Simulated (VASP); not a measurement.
A run of VASP 6.6.1 is set up as follows.

File POSCAR:

```
Li
1.0
    0.0000000000      2.2020000000      2.2020000000
    2.2020000000      0.0000000000      2.2020000000
    2.2020000000      2.2020000000      0.0000000000
Li
1
Direct
    0.0000000000      0.0000000000      0.0000000000
```

Contents of INCAR.step1:

```
PREC = Accurate ; ENCUT = 600
EDIFF = 1E-5 ; ISMEAR = -1
SIGMA = 0.1 ; LREAL = F
LASPH = T ; NELM = 100
ALGO = Normal ; LWAVE = T
LCHARG = F ; GGA = PE
```

File INCAR.step2:

```
PREC = Accurate ; ENCUT = 600
EDIFF = 1E-7 ; ISMEAR = -1
SIGMA = 0.1 ; LREAL = F
LASPH = T ; NELM = 100
ALGO = Normal ; ISIF = 3
LWAVE = F ; LCHARG = F
GGA = PE ; LHFCALC = T
HFSCREEN = 0.2 ; PRECFOCK = Fast
IVDW = 12 ; VDW_S6 = 1.0
VDW_S8 = 2.31 ; VDW_A1 = 0.383
VDW_A2 = 5.685 ; IBRION = 2
NSW = 40 ; EDIFFG = -0.01
ISTART = 1
```

KPOINTS

```
regular mesh
0
Gamma
  5 5 5
```

Potentials or basis: VASP PAW PBE potentials, release 64 (Li_sv).

Command:

```bash
$ cat potpaw_PBE.64/Li_sv/POTCAR > POTCAR
$ cp INCAR.step1 INCAR
$ mpirun -np 1 vasp_std > vasp.out
$ cp INCAR.step2 INCAR
$ mpirun -np 1 vasp_std > vasp.out
```

Task: Predict the space group after relaxing (to 0.05 Å).

Result: Fm-3m (No. 225).

Task: What does it give for the relaxed volume?

Result: 17.65 Å³/atom.

Task: What does it give for the relaxed cell?

Result: a = 2.922 Å, b = 2.922 Å, c = 2.922 Å, α = 60.00°, β = 60.00°, γ = 60.00°.

Step by step:
```
step  energy change (eV)  largest force (eV/Å)  pressure (GPa)  volume (Å³)
   1              0.0000                0.0000           -2.22        21.35
   2             -0.0114                0.0000           -1.84        20.45
   3             -0.0286                0.0000           -0.34        18.08
   4             -0.0290                0.0000            0.06        17.65
```

Caveat: the k mesh is coarse (spacing up to 0.49 Å⁻¹), so the values aren't converged, least of all with exact exchange; the cutoff is under 1.25 times the usual one of these potentials, so pressure, stress and relaxed cells hold a basis-set (Pulay) error; the volume moved by over 15 % at a fixed basis, so the end points are rough; the PAW data sets were made with another functional, which shifts forces and pressure a little; the volume moved by -17 % from the deposited cell, more than functionals usually miss; pairwise dispersion overbinds metals, which lowers pressure and volume.
